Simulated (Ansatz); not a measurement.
The system is Mn3Si.

```
CELL_PARAMETERS angstrom
0.00000 2.86100 2.86100
2.86100 0.00000 2.86100
2.86100 2.86100 0.00000
ATOMIC_POSITIONS crystal
Mn 0.75000 0.75000 0.75000
Mn 0.25000 0.25000 0.25000
Mn 0.50000 0.50000 0.50000
Si 0.00000 0.00000 0.00000
```

Base run:

| Quantity | Value |
| --- | --- |
| Program | Ansatz 0.2.0 |
| Functional | PBEsol |
| Potentials or basis | all-electron LAPW, inner shells corrected to Dirac's equation |
| Cutoff | 282 eV (chosen from the basis error) |
| Basis error allowed | 0.002 eV/atom |
| k mesh | 8 × 8 × 8 |
| Occupations | fermi-dirac, width 0.05 eV |
| Spin | collinear spin, ferromagnetic start |
| Starting moments | [4.0, 4.0, 4.0, 0.0] μB |

Its results: pressure -15.9 GPa; net moment 1.01 μB per cell; site moments Mn -0.84, +2.63; Si +0.04 μB.

Problem. After a change of settings the same cell gave: pressure -13.6 GPa; net moment 1.01 μB per cell; site moments Mn -0.86, +2.66; Si +0.04 μB. Which change was it?
A. potentials or basis from all-electron LAPW, inner shells corrected to Dirac's equation to all-electron PAW datasets made for the crystal
B. potentials or basis from all-electron LAPW, inner shells corrected to Dirac's equation to all-electron LAPW, non-relativistic
C. potentials or basis from all-electron LAPW, inner shells corrected to Dirac's equation to all-electron LAPW, scalar-relativistic

Solution. B.

Caveats: the starting moments weren't kept.

The runs don't all hold the same shells in valence.
